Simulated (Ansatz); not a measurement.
**InN, thickness series**

Take InN in the wurtzite structure (space group P6_3mc, No. 186) as the base.

```
CELL_PARAMETERS angstrom
      3.53690     0.00000     0.00000
     -1.76845     3.06305     0.00000
      0.00000     0.00000     5.71350
ATOMIC_POSITIONS crystal
  In 0.66667 0.33333 0.00203
  In 0.33333 0.66667 0.50203
  N  0.66667 0.33333 0.62317
  N  0.33333 0.66667 0.12317
```

Cartesian axes are those of the cell as printed.

Free-standing slabs (4 atom(s) a layer) normal to the y axis with 15 Å of vacuum; in-plane cell held at bulk.

All numbers come from PBEsol (Ansatz, a program for electronic structure), no spin-orbit coupling.

For the base:

| Quantity | Value |
|---|---|
| Band gap | zero |

The aim is a band gap between 0.32 eV and 0.38 eV. Which of these changes reaches it?
(A) 3 layers
(B) 4 layers
(C) 1 layer
(D) 2 layers

A, 3 layers. It gives 0.35 eV; 4 layers gives 0.22 eV; 1 layer gives 1.14 eV; 2 layers gives 0.63 eV. Changes not listed may reach it too

Whether these cells are dynamically stable was not tested. All final runs are without spin polarisation. The zero or small gap of InN can change with the level of theory.
